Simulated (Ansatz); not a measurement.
# BaTiO₃: reading a single point

```
CELL_PARAMETERS angstrom
-3.95827 0.00000 0.00000
0.00000 -5.62391 5.63681
0.00000 2.81196 2.81841
ATOMIC_POSITIONS crystal
Ba 0.00000 0.00000 0.00000
Ba 0.00000 0.50000 0.00000
Ti 0.50000 0.25500 0.51000
Ti 0.50000 0.75500 0.51000
O 0.00000 0.24500 0.49000
O 0.00000 0.74500 0.49000
O 0.50000 0.49200 0.49000
O 0.50000 0.99200 0.49000
O 0.50000 0.24500 0.98400
O 0.50000 0.74500 0.98400
```

The numbers come from plane-wave PAW DFT (Ansatz): PBE, with U_eff = 2.85 eV on Ti d (all-electron-ortho-atomic projectors), collinear spin, 420 eV, 5×3×5 Γ-centred k points, cold occupations (width 0.0576 eV). Nothing was relaxed.

The state carries no moments; the state need not be the lowest.

Describe some of the short contacts.

Ti–O at 1.89 Å: least valence density 0.84 e/Å³ and ELF 0.24 there. Ba–O at 2.76 Å: least valence density 0.20 e/Å³ and ELF 0.10 there, a closed-shell (ionic or weak) contact. Both are smooth PAW fields, read partly inside the augmentation spheres.

What does the stress say?

The pressure is 8.3 GPa (compression positive), so with the atoms held at these fractions the cell would first expand.

Which atom feels the largest force, and which way?

The largest is on Ti3 (and as large on other atoms): 0.16 eV/Å, components (0.00, 0.00, -0.16). It makes 132° with the line to a nearest neighbour, O7 at 1.89 Å.

Metal or insulator? Give the gap.

The gap is 2.37 eV, indirect or between spins (the least direct gap found is 2.61 eV). A semilocal functional usually gives too small a gap.

Which element gives electrons and which takes them?

Bader charges in e: Ba +1.53, Ti +2.30, O -1.28. In the mean Ti gives up most and O takes most.

What is the character of the valence top and the conduction bottom?

Within 0.7 eV of the edges, the states project mainly on O p (93 %) below the gap and on Ti d (87 %) above it.

Origin: a database entry at a rescaled volume. Caveats: the input typed no starting moments.
